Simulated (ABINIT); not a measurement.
# Ge (P4/mmm) in ABINIT: notebook

One crystal, Ge, is run at these levels: LDA; tasks: single point.

Program: ABINIT 10.8.3 (patched build). These are calculated values, not measurements. Logs are shortened: lines on timing, memory, paths and dates and some standing lists are left out, and cuts for length are marked. The log counts tension as positive stress, the text compression.

## Step 1: The crystal as given

It takes space group P4/mmm (No. 123, tetragonal). The conventional cell has a = 5.241 Å, b = 5.241 Å, c = 2.655 Å, α = 90.00°, β = 90.00°, γ = 90.00°. Ge (site symmetry 4/mmm) has 6 Ge at 2.62 to 2.66 Å as nearest neighbours. Ge (site symmetry mmm) has 4 Ge at 2.62 to 2.66 Å as nearest neighbours.

The cell was built by a generator and needn't be a form met in nature.

## Step 2: Single point, LDA

Input file run.abi:

```
# Pseudopotentials
pp_dirpath "./"
pseudos "Ge.LDA_PW-JTH.xml"

# Structure
acell 9.9032609342 9.9032609342 5.0179031623
rprim
     1.0000000000     0.0000000000     0.0000000000
     0.0000000000     1.0000000000     0.0000000000
     0.0000000000     0.0000000000     1.0000000000
ntypat 1
znucl 32
natom 3
typat 1 1 1
xcart
     0.0000000000     0.0000000000     0.0000000000
     0.0000000000     2.6202900000     0.0000000000
     2.6202900000     0.0000000000     0.0000000000 Angstrom

# Plane-wave basis
ecut 22.0
pawecutdg 44.0

# k points
kptopt 1
ngkpt 4 4 8
nshiftk 1
shiftk 0.0 0.0 0.0

# Exchange and correlation
ixc 7

# Bands and occupations
nband 26
occopt 3
tsmear 0.00183747

# SCF cycle
nstep 100
tolvrs 1.0e-9

# Output
iomode 3
prtwf 0
prtden 0
prteig 0
prtebands 0
enunit 1
```

Potentials or basis: JTH PAW LDA v2.0.

The run is started by

```
$ abinit run.abi > log 2>&1
```

run.abo:

```text
.Version 10.8.3 of ABINIT
 Symmetries : space group P4/m m m (#123); Bravais tP (primitive tetrag.)
================================================================================
 Values of the parameters that define the memory need of the present run
     intxc =       0    ionmov =       0      iscf =      17    lmnmax =      18
     lnmax =       6     mgfft =      45  mpssoang =       3    mqgrid =    3001
     natom =       3  nloc_mem =       2    nspden =       1   nspinor =       1
    nsppol =       1      nsym =      16    n1xccc =       1    ntypat =       1
    occopt =       3   xclevel =       1
       mpw =        2440          nfft =       48600          nkpt =          30
 PAW method is used; the additional fine FFT grid is defined by:
   mgfftf=        60    nfftf =    108000
================================================================================
================================================================================

--------------------------------------------------------------------------------
------------- Echo of variables that govern the present computation ------------
--------------------------------------------------------------------------------
 -outvars: echo values of preprocessed input variables --------
            acell      9.9032609342E+00  9.9032609342E+00  5.0179031623E+00 Bohr
              amu      7.26100000E+01
             ecut      2.20000000E+01 Hartree
           enunit           1
              ixc           7
         kptrlatt        4    0    0      0    4    0      0    0    8
          kptrlen      3.96130437E+01
            natom           3
            nband          26
            ngfft          45      45      24
          ngfftdg          60      60      30
             nkpt          30
            nstep         100
             nsym          16
           ntypat           1
           occopt           3
        pawecutdg      4.40000000E+01 Hartree
           prtden           0
        prtebands           0
           prteig           0
            prtwf           0
          spgroup         123
           tolvrs      1.00000000E-09
           tsmear      1.83747000E-03 Hartree
            typat      1  1  1
           useylm           1
           xangst      0.0000000000E+00  0.0000000000E+00  0.0000000000E+00
                       0.0000000000E+00  2.6202899982E+00  0.0000000000E+00
                       2.6202899982E+00  0.0000000000E+00  0.0000000000E+00
            xcart      0.0000000000E+00  0.0000000000E+00  0.0000000000E+00
                       0.0000000000E+00  4.9516304671E+00  0.0000000000E+00
                       4.9516304671E+00  0.0000000000E+00  0.0000000000E+00
             xred      0.0000000000E+00  0.0000000000E+00  0.0000000000E+00
                       0.0000000000E+00  5.0000000000E-01  0.0000000000E+00
                       5.0000000000E-01  0.0000000000E+00  0.0000000000E+00
            znucl       32.00000

================================================================================

 chkinp: Checking input parameters for consistency.

================================================================================
== DATASET  1 ==================================================================

--- !DatasetInfo
iteration_state: {dtset: 1, }
dimensions: {natom: 3, nkpt: 30, mband: 26, nsppol: 1, nspinor: 1, nspden: 1, mpw: 2440, }
cutoff_energies: {ecut:  22.0, pawecutdg:  44.0, }
electrons: {nelect:   4.20000000E+01, charge:   0.00000000E+00, occopt:   3.00000000E+00, tsmear:   1.83747000E-03, }
meta: {optdriver: 0, ionmov: 0, optcell: 0, iscf: 17, paral_kgb: 0, }
...

 Exchange-correlation functional for the present dataset will be:
  LDA: Perdew-Wang 92 LSD fit to Ceperley-Alder data - ixc=7
  J.P.Perdew and Y.Wang, PRB 45, 13244 (1992)

 Real(R)+Recip(G) space primitive vectors, cartesian coordinates (Bohr,Bohr^-1):
 R(1)=  9.9032609  0.0000000  0.0000000  G(1)=  0.1009768  0.0000000  0.0000000
 R(2)=  0.0000000  9.9032609  0.0000000  G(2)=  0.0000000  0.1009768  0.0000000
 R(3)=  0.0000000  0.0000000  5.0179032  G(3)=  0.0000000  0.0000000  0.1992864
 Unit cell volume ucvol=  4.9212873E+02 bohr^3
 Angles (23,13,12)=  9.00000000E+01  9.00000000E+01  9.00000000E+01 degrees

 Coarse grid specifications (used for wave-functions):

 getcut: wavevector=  0.0000  0.0000  0.0000  ngfft=  45  45  24
         ecut(hartree)=     22.000   => boxcut(ratio)=   2.10425

 Fine grid specifications (used for densities):

 getcut: wavevector=  0.0000  0.0000  0.0000  ngfft=  60  60  30
         ecut(hartree)=     44.000   => boxcut(ratio)=   2.00220

--- Pseudopotential description ------------------------------------------------
- pspini: atom type   1  psp file is ./Ge.LDA_PW-JTH.xml
 Pseudopotential format is: paw10
 basis_size (lnmax)=  6 (lmn_size= 18), orbitals=   0   0   1   1   2   2
 Spheres core radius: rc_sph= 2.30476891
[... 47 lines left out ...]
- [  9.9032609,   0.0000000,   0.0000000, ]
- [  0.0000000,   9.9032609,   0.0000000, ]
- [  0.0000000,   0.0000000,   5.0179032, ]
lattice_lengths: [   9.90326,    9.90326,    5.01790, ]
lattice_angles: [ 90.000,  90.000,  90.000, ] # degrees, (23, 13, 12)
lattice_volume:   4.9212873E+02
convergence: {deltae:  2.711E-11, res2:  3.641E-10, residm:  1.928E-04, diffor: null, }
etotal    :  -2.87407421E+02
entropy   :   0.00000000E+00
fermie    :   2.14479851E-01
cartesian_stress_tensor: # hartree/bohr^3
- [  1.19413073E-04,   0.00000000E+00,   0.00000000E+00, ]
- [  0.00000000E+00,   1.19413073E-04,   0.00000000E+00, ]
- [  0.00000000E+00,   0.00000000E+00,   2.57020873E-04, ]
pressure_GPa:  -4.8628E+00
xred      :
- [  0.0000E+00,   0.0000E+00,   0.0000E+00, Ge]
- [  0.0000E+00,   5.0000E-01,   0.0000E+00, Ge]
- [  5.0000E-01,   0.0000E+00,   0.0000E+00, Ge]
cartesian_forces: # hartree/bohr
- [ -0.00000000E+00,  -0.00000000E+00,  -0.00000000E+00, ]
- [ -0.00000000E+00,  -0.00000000E+00,  -0.00000000E+00, ]
- [ -0.00000000E+00,  -0.00000000E+00,  -0.00000000E+00, ]
force_length_stats: {min:   0.00000000E+00, max:   0.00000000E+00, mean:   0.00000000E+00, }
...

 Integrated electronic density in atomic spheres:
 ------------------------------------------------
 Atom  Sphere_radius  Integrated_density
    1        2.30477         12.29429072
    2        2.30477         12.19327861
    3        2.30477         12.19327861

================================================================================

 ----iterations are completed or convergence reached----

 Mean square residual over all n,k,spin=   10.972E-07; max=  19.277E-05
 reduced coordinates (array xred) for    3 atoms
       0.000000000000      0.000000000000      0.000000000000
       0.000000000000      0.500000000000      0.000000000000
       0.500000000000      0.000000000000      0.000000000000
 rms dE/dt=  0.0000E+00; max dE/dt=  0.0000E+00; dE/dt below (all hartree)
    1       0.000000000000      0.000000000000      0.000000000000
    2       0.000000000000      0.000000000000      0.000000000000
    3       0.000000000000      0.000000000000      0.000000000000

 cartesian coordinates (angstrom) at end:
    1      0.00000000000000     0.00000000000000     0.00000000000000
    2      0.00000000000000     2.62028999822466     0.00000000000000
    3      2.62028999822466     0.00000000000000     0.00000000000000

 cartesian forces (hartree/bohr) at end:
    1     -0.00000000000000    -0.00000000000000    -0.00000000000000
    2     -0.00000000000000    -0.00000000000000    -0.00000000000000
    3     -0.00000000000000    -0.00000000000000    -0.00000000000000
 frms,max,avg= 0.0000000E+00 0.0000000E+00   0.000E+00  0.000E+00  0.000E+00 h/b

 cartesian forces (eV/Angstrom) at end:
    1     -0.00000000000000    -0.00000000000000    -0.00000000000000
    2     -0.00000000000000    -0.00000000000000    -0.00000000000000
    3     -0.00000000000000    -0.00000000000000    -0.00000000000000
 frms,max,avg= 0.0000000E+00 0.0000000E+00   0.000E+00  0.000E+00  0.000E+00 e/A
 length scales=  9.903260934200  9.903260934200  5.017903162300 bohr
              =  5.240579996449  5.240579996449  2.655359998206 angstroms
 Fermi (or HOMO) energy (eV) =   5.83629   Average Vxc (eV)=  -9.29853
 Eigenvalues (   eV  ) for nkpt=  30  k points:
 kpt#   1, nband= 26, wtk=  0.00781, kpt=  0.0000  0.0000  0.0000 (reduced coord)
 -19.22723  -19.17949  -19.07507  -19.01257  -19.01257  -18.98034  -18.97395  -18.89488
 -18.88165  -18.86932  -18.81875  -18.81875  -18.80461  -18.78702  -18.78702   -6.69275
  -3.12998   -0.76573    0.76185    0.76185    5.93987    5.93987    9.84445   10.28351
  13.23096   14.32762
 prteigrs : prtvol=0 or 1, do not print more k-points.

--- !EnergyTerms
iteration_state     : {dtset: 1, }
comment             : Components of total free energy in Hartree
kinetic             :  1.96685134836546E+01
hartree             :  7.23767326554088E+01
xc                  : -6.89281924061248E+00
Ewald energy        : -1.40967539803602E+02
psp_core            :  4.97495081857302E+00
local_psp           : -2.29807283366975E+02
PAW spherical_terms : -6.75953232799855E+00
internal            : -2.87406977781552E+02
'-kT*entropy'       : -4.42190562521522E-04
total_energy        : -2.87407419972114E+02
total_energy_eV     : -7.82075431482207E+03
...

--- !EnergyTermsDC
iteration_state     : {dtset: 1, }
comment             : '"Double-counting" decomposition of free energy'
band_energy         : -2.06183745744666E+01
Ewald energy        : -1.40967539803602E+02
psp_core            :  4.97495081857302E+00
xc_dc               : -7.05559088965867E+01
PAW spherical_terms : -6.02401061931082E+01
internal            : -2.87406978649190E+02
'-kT*entropy'       : -4.42190562521522E-04
total_energy_dc     : -2.87407420839753E+02
total_energy_dc_eV  : -7.82075433843172E+03
...

--- !EnergyTermsWithPAWCore
iteration_state     : {dtset: 1, }
comment             : 'Components of total free energy, including PAW core contributions'
Total energy        : -6.28820899740891E+03
Total energy DC     : -6.28820899827655E+03
Total energy (eV)   : -1.71110883823947E+05
Total energy DC (eV): -1.71110883847556E+05
...

 Cartesian components of stress tensor (hartree/bohr^3)
  sigma(1 1)=  1.19413073E-04  sigma(3 2)=  0.00000000E+00
  sigma(2 2)=  1.19413073E-04  sigma(3 1)=  0.00000000E+00
  sigma(3 3)=  2.57020873E-04  sigma(2 1)=  0.00000000E+00

-Cartesian components of stress tensor (GPa)         [Pressure= -4.8628E+00 GPa]
- sigma(1 1)=  3.51325391E+00  sigma(3 2)=  0.00000000E+00
- sigma(2 2)=  3.51325391E+00  sigma(3 1)=  0.00000000E+00
- sigma(3 3)=  7.56181515E+00  sigma(2 1)=  0.00000000E+00

== END DATASET(S) ==============================================================
================================================================================

 -outvars: echo values of variables after computation  --------
            acell      9.9032609342E+00  9.9032609342E+00  5.0179031623E+00 Bohr
           etotal     -2.8740742084E+02
            fcart     -0.0000000000E+00 -0.0000000000E+00 -0.0000000000E+00
                      -0.0000000000E+00 -0.0000000000E+00 -0.0000000000E+00
                      -0.0000000000E+00 -0.0000000000E+00 -0.0000000000E+00
           strten      1.1941307318E-04  1.1941307318E-04  2.5702087273E-04
                       0.0000000000E+00  0.0000000000E+00  0.0000000000E+00
           xangst      0.0000000000E+00  0.0000000000E+00  0.0000000000E+00
                       0.0000000000E+00  2.6202899982E+00  0.0000000000E+00
                       2.6202899982E+00  0.0000000000E+00  0.0000000000E+00
             xred      0.0000000000E+00  0.0000000000E+00  0.0000000000E+00
                       0.0000000000E+00  5.0000000000E-01  0.0000000000E+00
                       5.0000000000E-01  0.0000000000E+00  0.0000000000E+00
 Calculation completed.
```

Wall time 41 s (1 thread of AMD EPYC 9R45 (Zen 5), shared host); peak memory 0.14 GiB.

Results:

```yaml
Free_energy: -7820.7543 eV
Pressure: -4.9 GPa
Band_gap_on_the_k_mesh: none (metal or under the smearing width)
Valence_electrons_inside_the_program's_atomic_spheres: Ge 12.29, 12.19 (radii [1.2196] Å)
```

## Step 3: Single point, LDA (atoms moved at random)

Input file run.abi:

```
# Pseudopotentials
pp_dirpath "./"
pseudos "Ge.LDA_PW-JTH.xml"

# Structure
acell 3*1.0 Angstrom
rprim
     5.2405800000     0.0000000000     0.0000000000
     0.0000000000     5.2405800000     0.0000000000
     0.0000000000     0.0000000000     2.6553600000
ntypat 1
znucl 32
natom 3
typat 1 1 1
xcart
    -0.0593106297    -0.0503382753     0.0300973832
    -0.1144024703     5.0574567134    -0.0798549109
     4.8976675983    -0.0211731719     0.0261181860
chkprim 0
chksymtnons 0
tolsym 1.0e-6

# Plane-wave basis
ecut 435.382180 eV
pawecutdg 32.0

# k points
kptopt 1
ngkpt 4 4 8
nshiftk 1
shiftk 0.0 0.0 0.0

# Exchange and correlation
ixc 7

# Bands and occupations
nband 26
occopt 3
tsmear 0.05 eV

# SCF cycle
nstep 100
tolvrs 1.0e-9

# Output
iomode 3
prtwf 0
prtden 0
prteig 0
prtebands 0
enunit 2
```

Potentials or basis: JTH PAW LDA v2.0.

The run is started by

```
$ abinit run.abi > log 2>&1
```

run.abo:

```text
.Version 10.8.3 of ABINIT
 Symmetries : space group P1 (#  1); Bravais aP (primitive triclinic)
================================================================================
 Values of the parameters that define the memory need of the present run
     intxc =       0    ionmov =       0      iscf =      17    lmnmax =      18
     lnmax =       6     mgfft =      36  mpssoang =       3    mqgrid =    3001
     natom =       3  nloc_mem =       2    nspden =       1   nspinor =       1
    nsppol =       1      nsym =       1    n1xccc =       1    ntypat =       1
    occopt =       3   xclevel =       1
       mpw =        1528          nfft =       25920          nkpt =          68
 PAW method is used; the additional fine FFT grid is defined by:
   mgfftf=        54    nfftf =     78732
================================================================================
================================================================================

[... 274 lines left out ...]
================================================================================

 -outvars: echo values of variables after computation  --------
            acell      1.8897261259E+00  1.8897261259E+00  1.8897261259E+00 Bohr
           etotal     -2.8740247321E+02
            fcart      7.3773847813E-04  1.0450327019E-02 -1.9331729291E-04
                      -4.5834769998E-04 -1.0372835639E-02  2.2496547441E-04
                      -2.7939077815E-04 -7.7491380471E-05 -3.1648181500E-05
            rprim      5.2405800000E+00  0.0000000000E+00  0.0000000000E+00
                       0.0000000000E+00  5.2405800000E+00  0.0000000000E+00
                       0.0000000000E+00  0.0000000000E+00  2.6553600000E+00
           strten      1.0332135016E-04  8.9885312059E-05  2.3460244404E-04
                      -1.2308906490E-06 -5.2699426693E-08 -1.5783755066E-06
           xangst     -3.1385833580E-02 -2.6637868107E-02  1.5926849286E-02
                      -6.0539180113E-02  2.6762908360E+00 -4.2257398998E-02
                       2.5917340778E+00 -1.1204360044E-02  1.3821148812E-02
             xred     -5.9889999924E-03 -5.0829999937E-03  5.9980000024E-03
                      -1.1551999991E-02  5.1068599965E-01 -1.5913999984E-02
                       4.9455099967E-01 -2.1380000008E-03  5.2050000045E-03
 Calculation completed.
```

Wall time 45 s (1 thread of AMD EPYC 9R45 (Zen 5), shared host); peak memory 0.15 GiB.

Results:

| Property | Result |
| --- | --- |
| Free energy | -7820.6197 eV |
| Largest force | 0.539 eV/Å |
| Band gap on the k mesh | none (metal or under the smearing width) |
| Valence electrons inside the program's atomic spheres | Ge 12.31, 12.20 (radii [1.2196] Å) |

Forces on the atoms (eV/Å):
```
Ge   0.038  0.537 -0.010
Ge  -0.024 -0.533  0.012
Ge  -0.014 -0.004 -0.002
```

Levels at points of the mesh, in eV from the Fermi level:
```tsv
k point	band 17	band 18	band 19	band 20	band 21	band 22	band 23	band 24	band 25	band 26
(0.00, 0.00, 0.00)	-8.99	-6.61	-5.09	-5.07	0.08	0.10	4.00	4.45	7.37	8.50
(0.50, 0.00, 0.00)	-10.27	-7.60	-4.76	-1.50	-1.19	0.98	1.21	7.63	7.92	8.39
(0.00, 0.50, 0.00)	-10.26	-7.60	-4.78	-1.44	-1.24	0.81	1.41	7.64	7.91	8.70
(0.50, 0.50, 0.00)	-10.18	-10.11	-3.34	0.20	0.88	0.95	1.78	1.86	7.44	7.45
(0.00, 0.00, 0.50)	-5.39	-4.71	-2.47	-2.00	-1.89	-1.84	-0.79	3.39	3.40	4.07
(0.50, 0.00, 0.50)	-6.22	-4.80	-3.29	-3.24	-1.61	-1.38	2.16	2.43	4.53	4.64
(0.00, 0.50, 0.50)	-6.20	-4.80	-3.29	-3.24	-1.64	-1.38	2.26	2.33	4.34	4.52
(0.50, 0.50, 0.50)	-6.13	-6.04	-3.87	-3.22	-3.16	0.41	3.25	4.30	4.49	4.54
```

Caveat: the cutoff is too short for stress, so the log's stress isn't used.
